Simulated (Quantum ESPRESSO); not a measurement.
Crystal: Ba.

```
Ba
1.0
    -2.50650    2.50650    2.50650
     2.50650   -2.50650    2.50650
     2.50650    2.50650   -2.50650
Ba
1
Cartesian
  0.0000 0.0000 0.0000
```

Base run:

- Program: Quantum ESPRESSO 7.5
- Functional: TASK
- Potentials or basis: SG15 PBE 1.2
- Cutoff: 599 eV
- Density cutoff: 2395 eV
- k mesh: 6 × 6 × 6
- Occupations: fermi-dirac, width 0.05 eV
- Spin: no spin polarisation

Its results: band gap on the k mesh none (metal or under the smearing width); pressure 2.6 GPa.

The run is repeated on the same cell with these changes: functional from TASK to SCAN. What comes out?

Band gap on the k mesh none (metal or under the smearing width); pressure 0.2 GPa.

Caveats: the potentials were made for another functional, which shifts forces and pressure; some levels on the path didn't converge (some runs).

Not every run made on this cell is shown here.
